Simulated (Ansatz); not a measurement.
# Ni₃Ge: energy along a strain

Ni₃Ge, Pm-3m, a = 3.525 Å. The structure is a Materials Project entry; whether it is the stable form wasn't checked. Ansatz: PBEsol, PAW, 420 eV, Γ-centred 14×14×14 mesh on 4 atoms, Gaussian smearing 0.15 eV; no spin polarisation. Cell vectors (Å): 3.525 0.000 0.000; 0.000 3.525 0.000; 0.000 0.000 3.525. The cell is strained by x per cent times the pattern (0 0 0 0 0 1) in the order xx yy zz yz xz xy (engineering shears), with fractional coordinates held. y is the free energy over the start, V0 = 10.949 Å³/atom. Symmetry makes y even in x.

```tsv
x (%)	y (meV/atom)
-4.00	6.68
-2.00	1.67
0.00	0.00
0.50	0.10
1.00	0.42
1.50	0.94
2.50	2.60
3.00	3.75
3.50	?
```

Q: Fit y = c2 x² + c4 x⁴ to the other rows, get the stiffness along the pattern, and predict the missing energy.

A: Least squares on the rows shown. y = 0.4161 x² + 8.429×10⁻⁵ x⁴. The clamped-ion stiffness p·C·p = 2 × 4.161 eV × 160.2 / 10.949 Å³ = 122 GPa, which is C66 in these axes (C44 of the cubic crystal). At x = 3.50 the fit asked for gives 5.11 meV/atom. The run gave 5.11 meV/atom, the same to the digits shown.

Cost: 9 runs of about 6.3 core-minutes in all, on Oxide Virtual Turin-like Processor (Zen 5) (shared hosts).